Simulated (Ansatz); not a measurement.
## MoS2 in Ansatz: the effect of functional

Slab: MoS2, a slab with vacuum.

```xyz
3
Lattice="3.2052 0.0000 0.0000 -1.6026 2.7758 0.0000 0.0000 0.0000 17.4494" Properties=species:S:1:pos:R:3 pbc="T T T"
Mo    0.0000    0.0000    0.0000
S     0.0000    1.8505   15.8878
S     0.0000    1.8505    1.5616
```

The cell isn't the ideal one: volume scaled by 1.02.

Alike in all runs:

- Program: Ansatz 0.2.0
- Task: single point
- Potentials or basis: Ansatz PAW
- k mesh: 10 × 10 × 2
- Occupations: fermi-dirac, width 0.05 eV
- Spin: no spin polarisation

**Question.** One run gave: gap on the mesh 1.76 eV; largest force 0.31 eV/Å. Which functional did it use?
A. r2SCAN
B. PBEsol
C. LDA

**Answer.** A.

| functional | cutoff | gap on the mesh (eV) | largest force (eV/Å) |
| --- | --- | --- | --- |
| LDA | 420 eV (not typed: the program's choice for these potentials) | 1.68 | 0.71 |
| PBEsol | 420 eV (not typed: the program's choice for these potentials) | 1.68 | 0.46 |
| r2SCAN | 500 eV (not typed: the program's choice for these potentials) | 1.76 | 0.31 |

Caveats: the PAW data sets come from PBE, with cores solved anew for the run's functional, which leaves a small shift of forces and pressure.

A k mesh can miss the band edges.
